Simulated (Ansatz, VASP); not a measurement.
BaTiO3: VASP beside Ansatz

File INCAR:

```
SYSTEM = BaTiO3
  PREC = Accurate
  ENCUT = 520
  EDIFF = 1E-6
  ISMEAR = 0
  SIGMA = 0.02
  LREAL = .FALSE.
  LASPH = .TRUE.
  NELM = 100
  ALGO = Normal
  ISIF = 2
  LWAVE = .FALSE.
  LCHARG = .FALSE.
  GGA = PE
  LORBIT = 11
```

File KPOINTS:

```
Automatic mesh
0
G
  7 7 7
  0 0 0
```

The input POSCAR:

```
BaTiO3
1.0
    3.9998000000      0.0000000000      0.0000000000
    0.0000000000      3.9998000000      0.0000000000
    0.0000000000      0.0000000000      4.0180000000
Ba Ti O
1 1 3
Direct
    0.0000000000      0.0000000000      0.0000000000
    0.5000000000      0.5000000000      0.4900000000
    0.0000000000      0.5000000000      0.5170000000
    0.5000000000      0.0000000000      0.5170000000
    0.5000000000      0.5000000000      0.0190000000
```

File input.yaml:

```yaml
crystal:
  lattice:
    - [3.9998, 0.0, 0.0]
    - [0.0, 3.9998, 0.0]
    - [0.0, 0.0, 4.018]
  atoms:
    - { symbol: Ba, position: [0.0, 0.0, 0.0] }
    - { symbol: Ti, position: [0.5, 0.5, 0.49] }
    - { symbol: O, position: [0.0, 0.5, 0.517] }
    - { symbol: O, position: [0.5, 0.0, 0.517] }
    - { symbol: O, position: [0.5, 0.5, 0.019] }
hamiltonian:
  xc: pbe
  pseudopotentials: { kind: paw }
kpoints:
  mp_grid: { grid: [7, 7, 7] }
scf:
  occupations: { method: gaussian, width: 0.02 }
output:
  forces: true
  stress: true
  eigenvalues: true
  write_density: true
  write_potential: true
  elf: true
  volumetric_format: npy
```

Alike in both runs: functional PBE; k mesh 7 × 7 × 7; occupations gaussian, width 0.02 eV; no spin polarisation.

|  | VASP | Ansatz |
| --- | --- | --- |
| version | VASP 6.6.1 | Ansatz 0.2.0 |
| potentials or method | VASP PAW PBE potentials, release 64 (Ba_sv, Ti_sv, O) | Ansatz PAW |
| plane-wave cutoff (eV) | 520 | 420 |
| valence electrons in the cell | 40 | 40 |
| task | atomic charges | single point |

```tsv
	VASP	Ansatz	Ansatz less VASP
gap on the k mesh at the Fermi level (eV)	1.87	1.93	+0.065
least direct gap on the mesh (eV)	2.06	2.09	+0.027
pressure (GPa)	4.2	2.4	-1.80
largest component of the traceless stress (GPa)	0.62	0.59	-0.037
rms of the force components (eV/Å)	0.090	0.097	+0.0070
```

Atom by atom the forces differ by 0.016 eV/Å (rms over components). With one functional, cell and mesh, what is left measures potentials, basis and numerics.

Caveats: spin-orbit coupling is left out, which moves the levels of the heavy elements; an odd mesh through Γ misses points on the zone boundary, where band edges often lie (VASP); odd divisions of the mesh miss points on the zone boundary, where band edges often lie, so the gap on the mesh can be too wide (Ansatz); the pressure holds a Pulay correction of +0.5 GPa for the finite cutoff (Ansatz). As with any semilocal functional, this PBE gap is likely too small.
